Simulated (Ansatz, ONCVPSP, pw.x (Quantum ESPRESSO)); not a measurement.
# From atom to crystal: ONCV potential for H

| Quantity | Value |
| --- | --- |
| Element | hydrogen (H) |
| Generator | ONCVPSP 4.0.1 |
| Type | optimised norm-conserving Vanderbilt (ONCV) |
| Functional | PBE |
| Relativity | scalar-relativistic |
| Frozen core | none |
| Valence charge | 1 |
| Reference configuration | 1s1 |
| Partial waves | 1s: rc 1.40 bohr, ncon 5, nbas 9, qcut 8.6 1/bohr, 2 projectors, debl 3.9 Ha; p scattering state at 0.19 Ha: rc 1.50 bohr, ncon 3, nbas 7, qcut 6.5 1/bohr, 2 projectors, debl 2 Ha |
| Local potential | polynomial inside 1.10 bohr (lpopt 5, dvloc0 6 Ha) |
| Core correction | none |

Atomic tests: cutoffs needed: 16 Ha and 23 Ha (the cutoffs (Ha) at which the residual kinetic energy of the hardest occupied pseudo-wave falls to 1 and 0.1 mHa per electron); ghost test: no bound ghost flagged; no localised positive-energy state flagged.

Crystal test: fcc H in pw.x 7.5, no spin, 18³ k-points, Fermi–Dirac smearing 0.01 Ry, cutoffs 55/220 Ry. The reference is all-electron LAPW (Ansatz 0.2.0) with the same functional, mesh and smearing; V0 and B0 come from Birch–Murnaghan fits to the pressures at five volumes. Errors are pseudo minus all-electron; Δ is the rms difference of the E(V) curves that follow from these fits, minima aligned, over ±6 % about the mean V0. Mesh and smearing are coarse, so the numbers serve the comparison and aren't converged zero-temperature values; the lattice is a test structure that the element need not adopt.

```tsv
V (Å³/atom)	P all-electron (GPa)	P pseudo (GPa)
2.826	5.78	9.36
2.901	2.63	5.91
2.975	-0.20	2.81
3.049	-2.74	0.02
3.124	-5.03	-2.49
```

All-electron: a0 = 2.282 Å (V0 = 2.97 Å³/atom), B0 = 107.9 GPa.

Pseudopotential: mean pressure error (GPa): +3.03; a0 (Å): 2.302; a0 error (%): +0.89; B0 error (%): +0.5; Δ (meV/atom): 1.9. This is a poor potential for the solid.

Problem. At the middle volume, how do free energy and pressure move when the wave cutoff is lowered (ecutrho kept at four times it)?

Solution.

| cutoff (Ry) | shift of F (meV/atom) | shift of P (GPa) |
| --- | --- | --- |
| 25 | +69.1 | -7.20 |
| 33 | +22.3 | -3.29 |
| 44 | +4.3 | -0.93 |

The 8 pw.x runs together took about 9.3 s on one core of a shared server CPU.
